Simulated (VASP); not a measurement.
# Which magnetic order does free-standing square Co monolayer, spacing 2.5 A take?, part 2 of 4

Wanted: the lowest of several collinear orders of free-standing square Co monolayer, spacing 2.5 A.

VASP 6.6.1, plane waves and PAW; the level of theory is named at each step.

Still holding for the runs below: The magnetic state follows from one typed start and may not be the lowest.

So far, largest spin moment in the PAW sphere (μB): step 2 (relax in the ferromagnetic state) 2.03.

## 3. Magnetic order, start order fm, signs ++++

This step: PBE, spin-polarised, from parallel moments; plane waves and PAW (Co) (VASP 6.6.1).

Each run starts from other signs of the moments at the same geometry and cutoff; gentle mixing helps it keep them. Any wave vector in a name is a fraction of the reciprocal vectors of the first cell as typed.

Contents of INCAR:

```
SYSTEM = Co
PREC = Normal
ENCUT = 350
EDIFF = 1E-06
NELM = 150
ISMEAR = 1
SIGMA = 0.05
LREAL = .FALSE.
ALGO = Normal
GGA = PE
NBANDS = 32
ISPIN = 2
MAGMOM = 2 2 2 2
LMAXMIX = 4
LORBIT = 11
LWAVE = .FALSE.
LCHARG = .TRUE.
KPAR = 2
AMIX = 0.2
BMIX = 1E-04
AMIX_MAG = 0.8
BMIX_MAG = 1E-04
```

Contents of POSCAR:

```
Co
1.0
    5.0000000000      0.0000000000      0.0000000000
    0.0000000000      5.0000000000      0.0000000000
    0.0000000000      0.0000000000     14.0000000000
Co
4
Direct
    0.0000000000      0.0000000000      0.5000000000
    0.0000000000      0.5000000000      0.5000000000
    0.5000000000      0.0000000000      0.5000000000
    0.5000000000      0.5000000000      0.5000000000
```

Contents of KPOINTS:

```
Automatic mesh
0
Gamma
5 5 1
0 0 0
```

Potentials, in the order of the species: Co (PBE family, release 64).

Launch:

```
$ mpirun -np 2 vasp_std
```

What it wrote:

```text
[... set-up lines as in an earlier step ...]
 entering main loop
       N       E                     dE             d eps       ncg     rms          rms(c)
DAV:   1     0.166262543732E+03    0.16626E+03   -0.10198E+04   768   0.655E+02
DAV:   2    -0.153378319144E+02   -0.18160E+03   -0.16752E+03   768   0.202E+02
DAV:   3    -0.219823669958E+02   -0.66445E+01   -0.64912E+01   928   0.480E+01
DAV:   4    -0.220789034179E+02   -0.96536E-01   -0.96457E-01   896   0.663E+00
DAV:   5    -0.220810623575E+02   -0.21589E-02   -0.21588E-02  1200   0.618E-01    0.162E+01
DAV:   6    -0.200818382840E+02    0.19992E+01   -0.13462E+01   896   0.366E+01    0.725E+00
DAV:   7    -0.200425347563E+02    0.39304E-01   -0.44729E-01   856   0.494E+00    0.461E+00
DAV:   8    -0.199777000331E+02    0.64835E-01   -0.10195E-01   872   0.235E+00    0.288E+00
DAV:   9    -0.199937033034E+02   -0.16003E-01   -0.72354E-02   816   0.189E+00    0.184E+00
DAV:  10    -0.199839048305E+02    0.97985E-02   -0.70952E-02   856   0.289E+00    0.100E+00
DAV:  11    -0.199852624970E+02   -0.13577E-02   -0.25306E-02   792   0.153E+00    0.571E-01
DAV:  12    -0.199836562834E+02    0.16062E-02   -0.71832E-03   776   0.781E-01    0.273E-01
DAV:  13    -0.199845054732E+02   -0.84919E-03   -0.20616E-03   800   0.408E-01    0.165E-01
DAV:  14    -0.199847308202E+02   -0.22535E-03   -0.26734E-04   816   0.159E-01    0.102E-01
DAV:  15    -0.199850259259E+02   -0.29511E-03   -0.36923E-04   784   0.128E-01    0.424E-02
DAV:  16    -0.199851649147E+02   -0.13899E-03   -0.39144E-05   864   0.526E-02    0.370E-02
DAV:  17    -0.199851715828E+02   -0.66681E-05   -0.59480E-05   800   0.474E-02    0.752E-03
DAV:  18    -0.199851710082E+02    0.57463E-06   -0.22263E-06   688   0.118E-02
   1 F= -.19985171E+02 E0= -.19985989E+02  d E =0.245360E-02  mag=     7.9054
```

It took 12 s on 2 MPI ranks of Intel Xeon 6975P-C (Granite Rapids), shared host; peak memory 0.46 GiB; 22 s of CPU time.

Parts of OUTCAR (step 3):

```text
The static configuration has the point symmetry D_4h.

 Found      6 irreducible k-points:

   k-points           NKPTS =      6   k-points in BZ     NKDIM =      6   number of bands    NBANDS=     32

   NELECT =      36.0000    total number of electrons

 E-fermi :  -2.7070

 spin component 1
 k-point     1 :       0.0000    0.0000    0.0000
  band No.  band energies     occupation
    ...
     17      -4.3066      1.00000
     18      -4.1956      1.00000
     19      -4.1956      1.00000
     20      -4.0697      1.00000
     21      -3.1166      1.00000
     22      -1.9712     -0.00000
     23      -1.5911      0.00000
     24      -1.5911      0.00000
     25       0.9038      0.00000
     26       0.9038      0.00000
    ...

 k-point     2 :       0.2000    0.0000    0.0000
  band No.  band energies     occupation
    ...
     18      -4.2961      1.00000
     19      -4.2063      1.00000
     20      -4.1458      1.00000
     21      -3.3822      1.00000
     22      -2.9947      1.00000
     23      -1.5944      0.00000
     24      -1.1330      0.00000
     25       1.0124      0.00000
     26       1.8225      0.00000
     27       2.3035      0.00000
    ...

 k-point     3 :       0.4000    0.0000    0.0000
  band No.  band energies     occupation
    ...
     18      -4.4151      1.00000
     19      -4.3400      1.00000
     20      -4.2685      1.00000
     21      -4.2342      1.00000
     22      -4.0051      1.00000
     23      -0.6563      0.00000
     24      -0.0388      0.00000
     25       0.6707      0.00000
     26       1.3605      0.00000
     27       1.3819      0.00000
    ...

 k-point     4 :       0.2000    0.2000    0.0000
  band No.  band energies     occupation
    ...
     17      -4.4039      1.00000
     18      -4.3367      1.00000
     19      -4.3367      1.00000
     20      -4.2180      1.00000
     21      -3.5999      1.00000
     22      -2.6249     -0.02109
     23      -2.6249     -0.02109
     24      -1.2465      0.00000
     25       0.9435      0.00000
     26       2.0556      0.00000
    ...

  Total      -11.5229049    -11.5229049     -0.1282926      0.0000000      0.0000000      0.0000000
  in kB      -52.7478200    -52.7478200     -0.5872784      0.0000000      0.0000000      0.0000000
  external PRESSURE =     -35.3609728 kB  Pullay stress =       0.0000000 kB

 POSITION                                       TOTAL-FORCE (eV/Angst)
 -----------------------------------------------------------------------------------
      0.00000      0.00000      7.00000        -0.000000      0.000000      0.000000
      0.00000      2.50000      7.00000        -0.000000     -0.000000     -0.000000
      2.50000      0.00000      7.00000         0.000000     -0.000000      0.000000
      2.50000      2.50000      7.00000         0.000000     -0.000000      0.000000
 -----------------------------------------------------------------------------------
    total drift:                                0.000000      0.000000     -0.000000

  FREE ENERGIE OF THE ION-ELECTRON SYSTEM (eV)
  ---------------------------------------------------
  free  energy   TOTEN  =       -19.9851710082 eV

  energy  without entropy=      -19.9876246052  energy(sigma->0) =      -19.98598887

 total charge
# of ion       s       p       d       tot
------------------------------------------
    1        0.436   0.199   7.163   7.798
    2        0.436   0.199   7.163   7.798
    3        0.436   0.199   7.163   7.798
    4        0.436   0.199   7.163   7.798
--------------------------------------------------
tot          1.745   0.797  28.651  31.193

 magnetization (x)
# of ion       s       p       d       tot
------------------------------------------
    1        0.012  -0.025   2.044   2.030
    2        0.012  -0.025   2.044   2.030
    3        0.012  -0.025   2.044   2.030
    4        0.012  -0.025   2.044   2.030
--------------------------------------------------
tot          0.048  -0.101   8.174   8.121

[... 7 parts as in an earlier step ...]

[... 9 further parts left out ...]
```

Numbers from this step:

| Property | Result |
| --- | --- |
| electronic cycles | 18 |
| moment of the cell, from the last line of the log | 7.905 μB |

Spin density in the ca plane at fractional y = 0.000, with atoms of Co within 0.2 Å of it.

Ten even steps from '0' (0.0 e/Å³) to '9' (2.7 e/Å³), each cell a mean:
```
0000000000000000002574100000000000000000
0000000000000000000111000000000000000000
0000000000000000000000000000000000000000
0000000000000000000000000000000000000000
0000000000000000000000000000000000000000
0000000000000000001352000000000000000000
0000000000000000002795100000000000000000
0000000000000000002574100000000000000000
0000000000000000000121000000000000000000
0000000000000000000000000000000000000000
0000000000000000000000000000000000000000
0000000000000000000000000000000000000000
0000000000000000001342000000000000000000
0000000000000000002795100000000000000000
```
Columns run along c (14.0 Å), rows up along a (5.0 Å). Atoms in or near the plane, at fractional coordinates: Co at (0.50, 0.00), Co at (0.50, 0.50).

Valence density in the ca plane at fractional y = 0.000, with atoms of Co within 0.2 Å of it. It is the smooth field of the valence electrons, not physical close to the nuclei.

Ten steps, logarithmic in the rise over the least value, from '0' (0.0 e/Å³) to '9' (8.5 e/Å³), each cell a mean:
```
0000000000000000136898520000000000000000
0000000000000000124675310000000000000000
0000000000000000112343210000000000000000
0000000000000000112333210000000000000000
0000000000000000123554210000000000000000
0000000000000000125887420000000000000000
0000000000000000137998520000000000000000
0000000000000000136898520000000000000000
0000000000000000124675310000000000000000
0000000000000000112333210000000000000000
0000000000000000112333210000000000000000
0000000000000000123554210000000000000000
0000000000000000125887420000000000000000
0000000000000000137998520000000000000000
```
Columns run along c (14.0 Å), rows up along a (5.0 Å). Atoms in or near the plane, at fractional coordinates: Co at (0.50, 0.00), Co at (0.50, 0.50).

The largest moment at the end is 2.03 μB, and the moments of the cell sum to 7.91 μB.

## 4. Magnetic order, start order AFM 1, signs +--+

This step: PBE, spin-polarised, from moments of both signs; plane waves and PAW (Co) (VASP 6.6.1).

INCAR, as its differences from that of step 3:

```diff
@@ -12,3 +12,3 @@
 ISPIN = 2
-MAGMOM = 2 2 2 2
+MAGMOM = 2 -2 -2 2
 LMAXMIX = 4
```

POSCAR is that of step 3.

KPOINTS is that of step 3.

Launch:

```
$ mpirun -np 2 vasp_std
```

What it wrote:

```text
[... set-up lines as in an earlier step ...]
 entering main loop
       N       E                     dE             d eps       ncg     rms          rms(c)
DAV:   1     0.165573217257E+03    0.16557E+03   -0.10018E+04   768   0.650E+02
DAV:   2    -0.139536691729E+02   -0.17953E+03   -0.16607E+03   784   0.202E+02
DAV:   3    -0.206645536937E+02   -0.67109E+01   -0.64854E+01   928   0.482E+01
DAV:   4    -0.207643450872E+02   -0.99791E-01   -0.99655E-01   920   0.671E+00
DAV:   5    -0.207664821800E+02   -0.21371E-02   -0.21369E-02  1192   0.629E-01    0.160E+01
DAV:   6    -0.182440353589E+02    0.25224E+01   -0.20309E+01   880   0.436E+01    0.889E+00
DAV:   7    -0.180163837192E+02    0.22765E+00   -0.13313E+00   848   0.123E+01    0.504E+00
DAV:   8    -0.181684203442E+02   -0.15204E+00   -0.49227E-01   848   0.429E+00    0.412E+00
DAV:   9    -0.182223606804E+02   -0.53940E-01   -0.60352E-02   848   0.221E+00    0.382E+00
DAV:  10    -0.181233772879E+02    0.98983E-01   -0.92989E-02   848   0.354E+00    0.299E+00
DAV:  11    -0.180421865562E+02    0.81191E-01   -0.23210E-01   816   0.386E+00    0.151E+00
DAV:  12    -0.182518002785E+02   -0.20961E+00   -0.39987E-02   800   0.228E+00    0.102E+00
DAV:  13    -0.182619702575E+02   -0.10170E-01   -0.26035E-02   784   0.171E+00    0.535E-01
DAV:  14    -0.182599037856E+02    0.20665E-02   -0.57219E-03   768   0.780E-01    0.277E-01
DAV:  15    -0.182600139797E+02   -0.11019E-03   -0.85661E-04   848   0.369E-01    0.957E-02
DAV:  16    -0.182600075867E+02    0.63930E-05   -0.26583E-04   800   0.188E-01    0.761E-02
DAV:  17    -0.182601464425E+02   -0.13886E-03   -0.16287E-04   784   0.112E-01    0.220E-02
DAV:  18    -0.182601086261E+02    0.37816E-04   -0.14206E-05   832   0.302E-02    0.150E-02
DAV:  19    -0.182601692694E+02   -0.60643E-04   -0.77876E-06   768   0.276E-02    0.123E-02
DAV:  20    -0.182601749339E+02   -0.56644E-05   -0.41889E-06   768   0.204E-02    0.268E-03
DAV:  21    -0.182601734568E+02    0.14771E-05   -0.39352E-07   544   0.634E-03    0.136E-03
DAV:  22    -0.182601752555E+02   -0.17987E-05   -0.74961E-08   544   0.264E-03    0.464E-04
DAV:  23    -0.182601752077E+02    0.47778E-07   -0.18120E-08   528   0.103E-03
   1 F= -.18260175E+02 E0= -.18257434E+02  d E =-.822486E-02  mag=    -0.0000
```

Run time: 14 s. Hardware: 2 MPI ranks; peak memory 0.45 GiB; 26 s of CPU time.

Parts of OUTCAR (step 4):

```text
The static configuration has the point symmetry D_4h.

 Found      6 irreducible k-points:

   NELECT =      36.0000    total number of electrons

 E-fermi :  -2.5521

 spin component 1
 k-point     1 :       0.0000    0.0000    0.0000
  band No.  band energies     occupation
    ...
     10      -4.2378      1.00000
     11      -4.2378      1.00000
     12      -4.0686      1.00000
     13      -2.5680      0.75507
     14      -2.5680      0.75507
     15      -2.5340      0.21483
     16      -2.5340      0.21483
     17      -2.2807     -0.00000
     18      -2.2103     -0.00000
     19      -2.1255     -0.00000
    ...

 k-point     2 :       0.2000    0.0000    0.0000
  band No.  band energies     occupation
    ...
     11      -4.1990      1.00000
     12      -4.0737      1.00000
     13      -2.8675      1.00000
     14      -2.6679      1.00252
     15      -2.5675      0.74846
     16      -2.5394      0.29373
     17      -2.5235      0.09295
     18      -2.5154      0.02925
     19      -2.2832     -0.00000
     20      -2.1388     -0.00000
    ...

 k-point     3 :       0.4000    0.0000    0.0000
  band No.  band energies     occupation
    ...
     14      -3.0967      1.00000
     15      -2.9506      1.00000
     16      -2.7782      1.00000
     17      -2.5920      0.98964
     18      -2.5631      0.68133
     19      -2.5520      0.49920
     20      -2.4537     -0.00889
     21      -2.0890     -0.00000
     22      -2.0503     -0.00000
     23      -0.3450      0.00000
    ...

 k-point     4 :       0.2000    0.2000    0.0000
  band No.  band energies     occupation
    ...
     13      -3.0642      1.00000
     14      -2.9947      1.00000
     15      -2.7405      1.00000
     16      -2.6396      1.01640
     17      -2.6139      1.03543
     18      -2.3647     -0.00000
     19      -2.2276     -0.00000
     20      -2.1271     -0.00000
     21      -2.0990     -0.00000
     22      -2.0247     -0.00000
    ...

  Total       -8.1782849     -8.1782849     -0.1380360      0.0000000      0.0000000      0.0000000
  in kB      -37.4373217    -37.4373217     -0.6318806      0.0000000      0.0000000      0.0000000
  external PRESSURE =     -25.1688414 kB  Pullay stress =       0.0000000 kB

 POSITION                                       TOTAL-FORCE (eV/Angst)
 -----------------------------------------------------------------------------------
      0.00000      0.00000      7.00000         0.000000     -0.000000     -0.000000
      0.00000      2.50000      7.00000        -0.000000      0.000000      0.000000
      2.50000      0.00000      7.00000         0.000000     -0.000000     -0.000000
      2.50000      2.50000      7.00000         0.000000      0.000000      0.000000
 -----------------------------------------------------------------------------------
    total drift:                                0.000000      0.000000     -0.000000

  FREE ENERGIE OF THE ION-ELECTRON SYSTEM (eV)
  ---------------------------------------------------
  free  energy   TOTEN  =       -18.2601752077 eV

  energy  without entropy=      -18.2519503434  energy(sigma->0) =      -18.25743359

 total charge
# of ion       s       p       d       tot
------------------------------------------
    1        0.443   0.200   7.177   7.819
    2        0.443   0.200   7.177   7.819
    3        0.443   0.200   7.177   7.819
    4        0.443   0.200   7.177   7.819
--------------------------------------------------
tot          1.772   0.799  28.707  31.277

 magnetization (x)
# of ion       s       p       d       tot
------------------------------------------
    1        0.069   0.014   1.629   1.712
    2       -0.069  -0.014  -1.629  -1.712
    3       -0.069  -0.014  -1.629  -1.712
    4        0.069   0.014   1.629   1.712
--------------------------------------------------
tot         -0.000  -0.000   0.000  -0.000

[... 8 parts as in an earlier step ...]

[... 4 further parts left out ...]
```

This step gave:

```
electronic cycles       : 23
free energy (TOTEN)     : -18.26 eV
energy at zero smearing : -18.26 eV
Fermi energy            : -2.552 eV
```

Spin moment in the PAW sphere by atom:

| atom | spin moment in the PAW sphere (μB) |
| --- | --- |
| Co1 | 1.71 |
| Co2 | -1.71 |
| Co3 | -1.71 |
| Co4 | 1.71 |

Spin density in the ca plane at fractional y = 0.000, with atoms of Co within 0.2 Å of it.

Ten even steps from '0' (-2.0 e/Å³) to '9' (2.1 e/Å³), each cell a mean:
```
4444444444444444556787555444444444444444
4444444444444444455555554444444444444444
4444444444444444444554444444444444444444
4444444444444444444444444444444444444444
4444444444444444444444444444444444444444
4444444444444444444323444444444444444444
4444444444444444442001344444444444444444
4444444444444444443112444444444444444444
4444444444444444444434444444444444444444
4444444444444444444444444444444444444444
4444444444444444444444444444444444444444
4444444444444444455555544444444444444444
4444444444444444555676554444444444444444
4444444444444444557998655444444444444444
```
Columns run along c (14.0 Å), rows up along a (5.0 Å). Atoms in or near the plane, at fractional coordinates: Co at (0.50, 0.00), Co at (0.50, 0.50).

Valence density in the ca plane at fractional y = 0.000, with atoms of Co within 0.2 Å of it. It is the smooth field of the valence electrons, not physical close to the nuclei.

Ten steps, logarithmic in the rise over the least value, from '0' (0.0 e/Å³) to '9' (8.5 e/Å³), each cell a mean:
```
0000000000000000126898410000000000000000
0000000000000000124675310000000000000000
0000000000000000112343210000000000000000
0000000000000000112333210000000000000000
0000000000000000123554210000000000000000
0000000000000000125887410000000000000000
0000000000000000136998510000000000000000
0000000000000000126898410000000000000000
0000000000000000124676310000000000000000
0000000000000000112333210000000000000000
0000000000000000112333210000000000000000
0000000000000000123554310000000000000000
0000000000000000125887410000000000000000
0000000000000000136998510000000000000000
```
Columns run along c (14.0 Å), rows up along a (5.0 Å). Atoms in or near the plane, at fractional coordinates: Co at (0.50, 0.00), Co at (0.50, 0.50).

The largest moment at the end is 1.71 μB, and the moments of the cell sum to 0.00 μB.

## 5. Magnetic order, start order AFM 2, signs ++--

INCAR, as its differences from that of step 4:

```diff
@@ -12,3 +12,3 @@
 ISPIN = 2
-MAGMOM = 2 -2 -2 2
+MAGMOM = 2 2 -2 -2
 LMAXMIX = 4
@@ -16,3 +16,3 @@
 LWAVE = .FALSE.
-LCHARG = .TRUE.
+LCHARG = .FALSE.
 KPAR = 2
```

POSCAR is that of step 4.

KPOINTS is that of step 4.

Launch:

```
$ mpirun -np 2 vasp_std
```

What it wrote:

```text
[... set-up lines as in an earlier step ...]
 entering main loop
       N       E                     dE             d eps       ncg     rms          rms(c)
DAV:   1     0.165226307614E+03    0.16523E+03   -0.10058E+04  1152   0.650E+02
DAV:   2    -0.145982006709E+02   -0.17982E+03   -0.16618E+03  1176   0.202E+02
DAV:   3    -0.212617246989E+02   -0.66635E+01   -0.64933E+01  1408   0.482E+01
DAV:   4    -0.213561647493E+02   -0.94440E-01   -0.94374E-01  1376   0.662E+00
[...]
DAV:  20    -0.189643421327E+02   -0.34243E-05   -0.92016E-07   864   0.991E-03    0.583E-03
DAV:  21    -0.189643471727E+02   -0.50400E-05   -0.11925E-06   856   0.935E-03    0.207E-03
DAV:  22    -0.189643465405E+02    0.63228E-06   -0.51529E-07   824   0.544E-03
   1 F= -.18964347E+02 E0= -.18964762E+02  d E =0.124568E-02  mag=     0.0000
```

Wall time 19 s (2 MPI ranks); peak memory 0.5 GiB.

OUTCAR, selected parts (step 5):

```text
  Total       -6.5997273    -10.4231276     -0.1282400      0.0000000      0.0000000      0.0000000
  in kB      -30.2112383    -47.7134250     -0.5870378      0.0000000      0.0000000      0.0000000
  external PRESSURE =     -26.1705671 kB  Pullay stress =       0.0000000 kB

 POSITION                                       TOTAL-FORCE (eV/Angst)
 -----------------------------------------------------------------------------------
      0.00000      0.00000      7.00000         0.000000     -0.000000      0.000000
      0.00000      2.50000      7.00000        -0.000000      0.000000      0.000000
      2.50000      0.00000      7.00000        -0.000000     -0.000000     -0.000000
      2.50000      2.50000      7.00000         0.000000      0.000000      0.000000
 -----------------------------------------------------------------------------------
    total drift:                                0.000000      0.000000     -0.000000

  FREE ENERGIE OF THE ION-ELECTRON SYSTEM (eV)
  ---------------------------------------------------
  free  energy   TOTEN  =       -18.9643465405 eV

  energy  without entropy=      -18.9655922235  energy(sigma->0) =      -18.96476177

 magnetization (x)
# of ion       s       p       d       tot
------------------------------------------
    1        0.027   0.015   1.848   1.890
    2        0.027   0.015   1.848   1.890
    3       -0.027  -0.015  -1.848  -1.890
    4       -0.027  -0.015  -1.848  -1.890
--------------------------------------------------
tot         -0.000   0.000   0.000   0.000

[... 1 part as in an earlier step ...]

[... 2 further parts left out ...]
[key lines of the parts left out:]
E-fermi :  -2.3820
```

Spin moment in the PAW sphere by atom:

```csv
atom,spin moment in the PAW sphere (μB)
Co1,1.89
Co2,1.89
Co3,-1.89
Co4,-1.89
```

The largest moment at the end is 1.89 μB, and the moments of the cell sum to 0.00 μB.

(Continued in part 3 of 4.)

[Lines on the potential files, build, host, timing and source positions are cut from VASP's logs without a mark.]

[Logs are printed without paths, hosts, clocks, repeated set-up lines and the standing remarks that a program may print on its own settings, such as how far it seeks lower states.]

[Hosts, paths, dates, database ids (printed as entryN), source tags and the programs' standing remarks are cut or masked in the printed files.]

[In band tables of VASP the shares of atoms and orbitals are scaled to a sum of 1 inside the atoms' spheres.]

[Runs that stopped without an error message from VASP are left out.]
